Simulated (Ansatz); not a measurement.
Runs of Ansatz 0.2.0 on SiO2. The structure is tetragonal, space group P4_32_12 (No. 96). Conventional cell: a = 4.976 Å, b = 4.976 Å, c = 6.901 Å, α = 90.00°, β = 90.00°, γ = 90.00°. Si (site symmetry 2) has 4 O at 1.61 Å as nearest neighbours. O (site symmetry 1) has 2 Si at 1.61 Å as nearest neighbours. The cell comes from a database or a generator and needn't be the stable form of this composition.

```csv
level,gap on the mesh (eV),pressure (GPa),relaxed volume (Å³/atom)
PBE+D3(BJ)-ATM,5.64,0.0,(b)
PBE+D4,5.65,0.0,13.80
PBE,5.51,0.0,(a)
PBE+D3(BJ),5.65,0.0,13.91
```

Alike in all rows: task relaxation of cell and atoms; potentials or basis Ansatz PAW; no spin polarisation; cell relaxed; k mesh 6 × 6 × 4; cutoff (eV) 420; smearing fermi-dirac 0.05 eV.

Question: Fill in the values left out.

Answer: (a) 15.28; (b) 14.00.

Caveats: the plane-wave basis is chosen anew once the cell has moved, so the energies of steps on either side of that aren't comparable.

A k mesh can miss the band edges.
